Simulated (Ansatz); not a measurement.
## MgO: moving Mg off its site

MgO, Fm-3m, a = 4.204 Å. Ansatz: r2SCAN, PAW, 500 eV, Γ-centred 6×6×6 mesh on 8 atoms, Gaussian smearing 0.05 eV; no spin polarisation.

```xyz
8
Lattice="4.2042 0.0000 0.0000 0.0000 -4.2042 0.0000 0.0000 0.0000 -4.2042" Properties=species:S:1:pos:R:3 pbc="T T T"
Mg    0.0000    0.0000    0.0000
Mg    2.1021   -2.1021    0.0000
Mg    2.1021    0.0000   -2.1021
Mg    0.0000   -2.1021   -2.1021
O     2.1021    0.0000    0.0000
O     0.0000   -2.1021    0.0000
O     0.0000    0.0000   -2.1021
O     2.1021   -2.1021   -2.1021
```

Atom 1 (Mg) moves by x along the unit vector (-0.707, 0.707, 0.000), with its periodic images; all else is held. y is the free energy of the cell over the start, F the force along the path summed over the moved atoms. Symmetry makes y even in x.

```tsv
x (Å)	y (meV)	F (eV/Å)
-0.600	?	?
-0.300	482.9	3.37
0.000	0.0	0.00
0.075	28.8	-0.77
0.150	116.2	-1.57
0.225	265.8	-2.43
0.375	774.6	-4.42
0.450	1149.0	-5.58
0.525	1614.7	-6.85
```

Q: Fit y = c2 x² + c4 x⁴ to the energies of the other rows, give the force constant, and predict energy and force of the missing row.

A: Least squares on the rows shown. y = 5135.5 x² + 2630.7 x⁴. The force constant is 2 c2 = 10.3 eV/Å² (for all images moving together, not for a lone atom). The force −dy/dx at the missing row is 8.44 eV/Å (computed 8.22). At x = -0.600 the fit asked for gives 2189.7 meV. The run gave 2179.5 meV, so the fit is 10.2 meV too high, a small miss on the scale of the series.

Cost: 9 runs of about 5 core-minutes in all, on Arm Neoverse V1 (shared hosts).